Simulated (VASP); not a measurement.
# SnTe (Fm-3m) in VASP: notebook, part 2 of 2

VASP 6.6.1.

## 4. Single point, PBE

The input, INCAR:

```
PREC = Accurate ; ENCUT = 520
EDIFF = 1E-6 ; ISMEAR = 1
SIGMA = 0.02 ; LREAL = F
LASPH = T ; NELM = 100
ALGO = Normal ; ISIF = 2
LWAVE = F ; LCHARG = T
GGA = PE ; LELF = T
LVHAR = T ; NBANDS = 17
```

The input, KPOINTS:

```
Automatic mesh
0
Gamma
  6 6 6
```

The input, POSCAR:

```
SnTe
1.0
    0.0000000000      3.1508500000      3.1508500000
    3.1508500000      0.0000000000      3.1508500000
    3.1508500000      3.1508500000      0.0000000000
Sn Te
1 1
Direct
    0.0000000000      0.0000000000      0.0000000000
    0.5000000000      0.5000000000      0.5000000000
```

Potentials or basis: VASP PAW PBE potentials, release 64 (Sn_d, Te).

On the command line:

```bash
cat potpaw_PBE.64/Sn_d/POTCAR potpaw_PBE.64/Te/POTCAR > POTCAR
mpirun -np 1 vasp_std > vasp.out
```

OUTCAR:

```text
PREC = Accurate
   ENCUT = 520
   EDIFF = 1E-6
   ISMEAR = 1
   LREAL = F
   LASPH = T
   NELM = 100
   ISIF = 2
   GGA = PE

 ion  position               nearest neighbor table
   1  0.000  0.000  0.000-   2 3.15   2 3.15   2 3.15   2 3.15   2 3.15   2 3.15
   2  0.500  0.500  0.500-   1 3.15   1 3.15   1 3.15   1 3.15   1 3.15   1 3.15

  LATTYP: Found a face centered cubic cell.
 ALAT       =     6.3017000000

  Lattice vectors:

 A1 = (   0.0000000000,   3.1508500000,   3.1508500000)
 A2 = (   3.1508500000,   0.0000000000,   3.1508500000)
 A3 = (   3.1508500000,   3.1508500000,   0.0000000000)

Analysis of symmetry for initial positions (statically):
=====================================================================
 Subroutine PRICEL returns:
 Original cell was already a primitive cell.

 Routine SETGRP: Setting up the symmetry group for a
 face centered cubic supercell.

 Subroutine GETGRP returns: Found 48 space group operations
 (whereof 48 operations were pure point group operations)
 out of a pool of 48 trial point group operations.

The static configuration has the point symmetry O_h .

Analysis of symmetry for dynamics (positions and initial velocities):
=====================================================================
 Subroutine PRICEL returns:
 Original cell was already a primitive cell.

 Routine SETGRP: Setting up the symmetry group for a
 face centered cubic supercell.

 Subroutine GETGRP returns: Found 48 space group operations
 (whereof 48 operations were pure point group operations)
 out of a pool of 48 trial point group operations.

The dynamic configuration has the point symmetry O_h .

 Subroutine INISYM returns: Found 48 space group operations
 (whereof 48 operations are pure point group operations),
 and found     1 'primitive' translations

----------------------------------------------------------------------------------------

                                     Primitive cell

  volume of cell :      62.5624

  direct lattice vectors                    reciprocal lattice vectors
     0.000000000  3.150850000  3.150850000    -0.158687338  0.158687338  0.158687338
     3.150850000  0.000000000  3.150850000     0.158687338 -0.158687338  0.158687338
     3.150850000  3.150850000  0.000000000     0.158687338  0.158687338 -0.158687338

  length of vectors
     4.455974803  4.455974803  4.455974803     0.274854533  0.274854533  0.274854533

  position of ions in fractional coordinates (direct lattice)
     0.000000000  0.000000000  0.000000000
     0.500000000  0.500000000  0.500000000

  ion indices of the primitive-cell ions
   primitive index   ion index
                 1           1
                 2           2

----------------------------------------------------------------------------------------

 KPOINTS: Automatic mesh

Automatic generation of k-mesh.
 Grid dimensions read from file:
 generate k-points for:    6    6    6

 Generating k-lattice:

  Cartesian coordinates                     Fractional coordinates (reciprocal lattice)
    -0.026447890  0.026447890  0.026447890     0.166666667  0.000000000  0.000000000
     0.026447890 -0.026447890  0.026447890     0.000000000  0.166666667  0.000000000
     0.026447890  0.026447890 -0.026447890     0.000000000  0.000000000  0.166666667

  Length of vectors
     0.045809089  0.045809089  0.045809089

  Shift w.r.t. Gamma in fractional coordinates (k-lattice)
     0.000000000  0.000000000  0.000000000

 Subroutine IBZKPT returns following result:
 ===========================================

 Found     16 irreducible k-points:

 Following reciprocal coordinates:
            Coordinates               Weight
  0.000000  0.000000  0.000000      1.000000
  0.166667  0.000000  0.000000      8.000000
  0.333333  0.000000  0.000000      8.000000
  0.500000  0.000000  0.000000      4.000000
  0.166667  0.166667  0.000000      6.000000
  0.333333  0.166667  0.000000     24.000000
[... 8 lines left out ...]
 -0.333333  0.333333  0.166667     24.000000
 -0.333333  0.500000  0.166667     12.000000
   k-points           NKPTS =     16   k-points in BZ     NKDIM =     16   number of bands    NBANDS=     17
   number of dos      NEDOS =    301   number of ions     NIONS =      2
   total plane-waves  NPLWV =  46656
   dimension x,y,z NGX =    36 NGY =   36 NGZ =   36
   dimension x,y,z NGXF=    72 NGYF=   72 NGZF=   72
   ions per type =               1   1
   NGX,Y,Z   is equivalent  to a cutoff of  13.43, 13.43, 13.43 a.u.
   NGXF,Y,Z  is equivalent  to a cutoff of  26.86, 26.86, 26.86 a.u.
 SYSTEM =  unknown system
   PREC   = accura    normal or accurate (medium, high low for compatibility)
   ISTART =      0    job   : 0-new  1-cont  2-samecut
   ICHARG =      2    charge: 1-file 2-atom 10-const
   ISPIN  =      1    spin polarized calculation?
   LNONCOLLINEAR =      F non collinear calculations
   LSORBIT =      F    spin-orbit coupling
   LASPH  =      T    aspherical Exc in radial PAW
   ENCUT  =  520.0 eV  38.22 Ry    6.18 a.u.   8.29  8.29  8.29*2*pi/ulx,y,z
   NELM   =    100;   NELMIN=  2; NELMDL= -5     # of ELM steps
   EDIFF  = 0.1E-05   stopping-criterion for ELM
   LREAL  =      F    real-space projection
   EDIFFG = 0.1E-04   stopping-criterion for IOM
   NSW    =      0    number of steps for IOM
   IBRION =     -1    ionic relax: 0-MD 1-quasi-New 2-CG
   NFREE  =      0    steps in history (QN), initial steepest desc. (CG)
   ISIF   =      2    stress and relaxation
   ISYM   =      2    0-nonsym 1-usesym 2-fastsym
   POTIM  = 0.5000    time-step for ionic-motion
   TEBEG  =    0.0;   TEEND  =   0.0 temperature during run
   PSTRESS=    0.0 pullay stress
   NELECT =      20.0000    total number of electrons
   NUPDOWN=      -1.0000    fix difference up-down
   EMIN   =  10.00;   EMAX   =-10.00  energy-range for DOS
   EFERMI =   0.00;   METHOD = LEGACY
   ISMEAR =     1;   SIGMA  =   0.02  broadening in eV -4-tet -1-fermi 0-gaus
   EFERMI_NEDOS =   21; number of points for ismear=-14 and -15
   IALGO  =     38    algorithm
   IMIX   =      4    mixing-type and parameters
     AMIX     =   0.40;   BMIX     =  1.00
     AMIX_MAG =   1.60;   BMIX_MAG =  1.00
  volume/ion in A,a.u.               =      31.28       211.10
  Fermi-wavevector in a.u.,A,eV,Ry     =   1.119387  2.115336 17.048485  1.253028
  Thomas-Fermi vector in A             =   2.256026
   LORBIT       =      0    0 simple, 1 ext, 2 COOP (PROOUT), +10 PAW based schemes
   GGA     = PE    functional components
   LHFCALC =     F    Hartree Fock is set to
   AEXX    =    0.0000 exact exchange contribution
   IVDW    =     0    specifies the selected vdW correction
   LEPSILON=     F    determine dielectric tensor
   LRPA    =     F    only Hartree local field effects (RPA)
 non-spin polarized calculation
 Methfessel and Paxton  Order N= 1 SIGMA  =   0.02
  energy-cutoff  :      520.00
  volume of cell :       62.56
 maximum number of plane-waves:      1700
 NGX is ok and might be reduce to    36
   NGX = 17   NGY = 17   NGZ = 17

 number of electron      19.9999998 magnetization

 Free energy of the ion-electron system (eV)
  ---------------------------------------------------
  ext. energy  EPLUGINS =         0.00000000
  ---------------------------------------------------
  free energy    TOTEN  =        -7.54234169 eV

  energy without entropy =       -7.54236317  energy(sigma->0) =       -7.54234885

 E-fermi :   7.0433     XC(G=0):  -9.5000

 val. band max:        6.9633239190   @ k =   0.5000   0.0000   0.0000
 cond. band min:       7.0601125269   @ k =   0.5000   0.0000   0.0000
 fundamental gap:      0.0967886079
 Fermi energy:         7.0432748715

 k-point     1 :       0.0000    0.0000    0.0000
  band No.  band energies     occupation
      1     -14.9630      2.00000
      2     -14.9630      2.00000
      3     -14.9568      2.00000
      4     -14.9568      2.00000
      5     -14.9568      2.00000
      6      -5.8518      2.00000
[... 9 lines left out ...]
     16      11.7039      0.00000
     17      13.7703      0.00000
[... 281 lines left out ...]
 k-point    16 :      -0.3333    0.5000    0.1667
  band No.  band energies     occupation
      1     -14.9766      2.00000
      2     -14.9616      2.00000
      3     -14.9571      2.00000
      4     -14.9498      2.00000
      5     -14.9460      2.00000
      6      -4.2024      2.00000
[... 9 lines left out ...]
     16      17.0399      0.00000
     17      18.1946      0.00000

------------------------ aborting loop because EDIFF is reached ----------------------------------------

  FORCE on cell =-STRESS in cart. coord.  units (eV):
  Direction    XX          YY          ZZ          XY          YZ          ZX
  --------------------------------------------------------------------------------------
  -------------------------------------------------------------------------------------
  Total        0.8470511      0.8470511      0.8470511     -0.0000000      0.0000000      0.0000000
  in kB       21.6923694     21.6923694     21.6923694     -0.0000000      0.0000000      0.0000000
  external PRESSURE =      21.6923694 kB  Pullay stress =       0.0000000 kB

 VOLUME and BASIS-vectors are now :
 -----------------------------------------------------------------------------
  energy-cutoff  :      520.00
  volume of cell :       62.56
      direct lattice vectors                 reciprocal lattice vectors
     0.000000000  3.150850000  3.150850000    -0.158687338  0.158687338  0.158687338
     3.150850000  0.000000000  3.150850000     0.158687338 -0.158687338  0.158687338
     3.150850000  3.150850000  0.000000000     0.158687338  0.158687338 -0.158687338

 POSITION                                       TOTAL-FORCE (eV/Angst)
 -----------------------------------------------------------------------------------
      0.00000      0.00000      0.00000         0.000000      0.000000     -0.000000
      3.15085      3.15085      3.15085         0.000000      0.000000      0.000000
 -----------------------------------------------------------------------------------
    total drift:                               -0.000000      0.000000      0.000000

  FREE ENERGIE OF THE ION-ELECTRON SYSTEM (eV)
  ---------------------------------------------------
  free  energy   TOTEN  =        -7.5423416912 eV

  energy  without entropy=       -7.5423631653  energy(sigma->0) =       -7.54234885
```

Run time: 12 s. Hardware: 1 thread of Intel Xeon 6975P-C, shared host; peak memory 0.2 GiB.

What came out:

| Quantity | Value |
| --- | --- |
| Free energy | -7.5423 eV |
| Pressure | 2.2 GPa |
| Band gap on the k mesh | 0.10 eV, direct |

Caveat: spin-orbit coupling is left out, which moves the levels of the heavy elements.

## 5. Single point, PBEsol

The input, INCAR:

```
SYSTEM = SnTe
  ALGO = Normal
  EDIFF = 1E-6
  ENCUT = 520
  GGA = PS
  ISIF = 2
  ISMEAR = 1
  LASPH = .TRUE.
  LCHARG = .TRUE.
  LELF = .TRUE.
  LREAL = .FALSE.
  LVHAR = .TRUE.
  LWAVE = .FALSE.
  NBANDS = 17
  NELM = 100
  PREC = Accurate
  SIGMA = 0.02
```

The input, KPOINTS:

```
k-points
0
G
  6 6 6
  0 0 0
```

POSCAR is that of step 4.

On the command line:

```bash
cat potpaw_PBE.64/Sn_d/POTCAR potpaw_PBE.64/Te/POTCAR > POTCAR
mpirun -np 1 vasp_std > vasp.out
```

Run time: 13 s. Hardware: 1 thread of Intel Xeon 6975P-C, shared host; peak memory 0.2 GiB.

The run converged. Its results:

- Free energy: -8.3405 eV
- Pressure: -0.4 GPa
- Band gap on the k mesh: 0.14 eV, direct

Levels at points of the mesh, in eV from the valence-band top:
| k point | band 7 | band 8 | band 9 | band 10 | band 11 | band 12 | band 13 | band 14 |
| --- | --- | --- | --- | --- | --- | --- | --- | --- |
| (0.00, 0.00, 0.00) | -4.66 | -2.08 | -2.08 | -2.08 | 3.38 | 3.38 | 3.38 | 4.77 |
| (0.50, 0.00, 0.00) | -8.31 | -1.74 | -1.74 | 0.00 | 0.14 | 0.40 | 0.40 | 7.74 |
| (0.50, 0.50, 0.00) | -6.44 | -5.55 | -3.69 | -3.69 | 2.15 | 4.96 | 4.96 | 6.42 |

Caveat: the PAW data sets were made with another functional, which shifts forces and pressure a little; spin-orbit coupling is left out, which moves the levels of the heavy elements.

## 6. Single point, r2SCAN

POSCAR is that of step 5.

The input, INCAR.step1:

```
SYSTEM = SnTe
PREC = Accurate
ENCUT = 520
ISMEAR = 1
SIGMA = 0.02
LREAL = .False.
LASPH = .True.
NELM = 100
NBANDS = 17
GGA = PE
ALGO = Normal
EDIFF = 1E-4
LWAVE = .True.
LCHARG = .False.
```

The input, INCAR.step2:

```
SYSTEM = SnTe
PREC = Accurate
ENCUT = 520
EDIFF = 1E-6
ISMEAR = 1
SIGMA = 0.02
LREAL = .False.
LASPH = .True.
NELM = 100
ALGO = Normal
ISIF = 2
LWAVE = .False.
LCHARG = .True.
METAGGA = R2SCAN
LMIXTAU = .True.
LELF = .True.
LVHAR = .True.
NBANDS = 17
ISTART = 1
```

The input, KPOINTS:

```
regular mesh
0
Gamma
  6 6 6
  0 0 0
```

Potentials or basis: VASP PAW PBE potentials, release 64 (Sn_d, Te).

On the command line:

```bash
cat potpaw_PBE.64/Sn_d/POTCAR potpaw_PBE.64/Te/POTCAR > POTCAR
cp INCAR.step1 INCAR
mpirun -np 1 vasp_std > vasp.out
cp INCAR.step2 INCAR
mpirun -np 1 vasp_std > vasp.out
```

It took 46 s on 1 thread of Intel Xeon 6975P-C, shared host; peak memory 0.22 GiB.

It converged, with:

```yaml
Free_energy: -50.6707 eV
Pressure: 1.8 GPa
Band_gap_on_the_k_mesh: 0.03 eV, direct
```

Levels at points of the mesh, in eV from the valence-band top:
```csv
k point,band 6,band 7,band 8,band 9,band 10,band 11,band 12,band 13,band 14,band 15
"(0.00, 0.00, 0.00)",-13.59,-4.82,-2.58,-2.58,-2.58,3.35,3.35,3.35,4.88,4.88
"(0.50, 0.00, 0.00)",-12.22,-8.90,-2.20,-2.20,0.00,0.03,0.19,0.19,8.13,9.02
"(0.50, 0.50, 0.00)",-11.89,-6.86,-6.07,-4.21,-4.21,2.23,5.03,5.03,6.64,9.10
```

Caveat: the PAW data sets were made with another functional, which shifts forces and pressure a little; spin-orbit coupling is left out, which moves the levels of the heavy elements.

## 7. The runs side by side

| level | potentials or basis | gap on the mesh (eV) | pressure (GPa) |
| --- | --- | --- | --- |
| RPBE | VASP PAW PBE potentials, release 64 (Sn_d, Te) | 0.08 | 3.6 |
| LDA | VASP PAW LDA potentials, release 64 (Sn_d, Te) | 0.12 | -1.5 |
| PBE | VASP PAW PBE potentials, release 64 (Sn_d, Te) | 0.10 | 2.2 |
| PBEsol | VASP PAW PBE potentials, release 64 (Sn_d, Te) | 0.14 | -0.4 |
| r2SCAN | VASP PAW PBE potentials, release 64 (Sn_d, Te) | 0.03 | 1.8 |

Alike in all rows: task single point; no spin polarisation; cell as given; k mesh 6 × 6 × 6; cutoff (eV) 520; smearing methfessel-paxton 0.02 eV.

Caveats: spin-orbit coupling is left out, which moves the levels of the heavy elements; the PAW data sets were made with another functional, which shifts forces and pressure a little (some runs).

Total energies depend on the potentials used, so only differences within one code and one set of settings carry meaning.

## 8. Against experiment

Step 3. Measured gap of SnTe: 0.18 eV (direct; 300 K; a printed reference work, textbook). This calculation gives 0.12 eV (-0.06 eV). Spin-orbit coupling on Sn, Te is left out. The value is that of LDA on a finite k mesh, which can miss the band edges, without temperature or zero-point motion. Semilocal functionals fall short of measured gaps as a rule.

Step 4. Measured gap of SnTe: 0.18 eV (direct; 300 K; a printed reference work, textbook). This calculation gives 0.10 eV (-0.08 eV). Spin-orbit coupling on Sn, Te is left out. The value is that of PBE on a finite k mesh, which can miss the band edges, without temperature or zero-point motion. Semilocal functionals fall short of measured gaps as a rule.

Step 5. Against the measured gap of SnTe, 0.18 eV (direct; 300 K; a printed reference work, textbook), the calculated 0.14 eV is off by -0.04 eV. Spin-orbit coupling on Sn, Te is left out. The value is that of PBEsol on a finite k mesh, which can miss the band edges, without temperature or zero-point motion. Semilocal functionals fall short of measured gaps as a rule.

Step 6. A measured gap of SnTe is 0.18 eV (direct; 300 K; a printed reference work, textbook); the calculated 0.03 eV misses it by -0.15 eV. Spin-orbit coupling on Sn, Te is left out. The value is that of r2SCAN on a finite k mesh, which can miss the band edges, without temperature or zero-point motion.
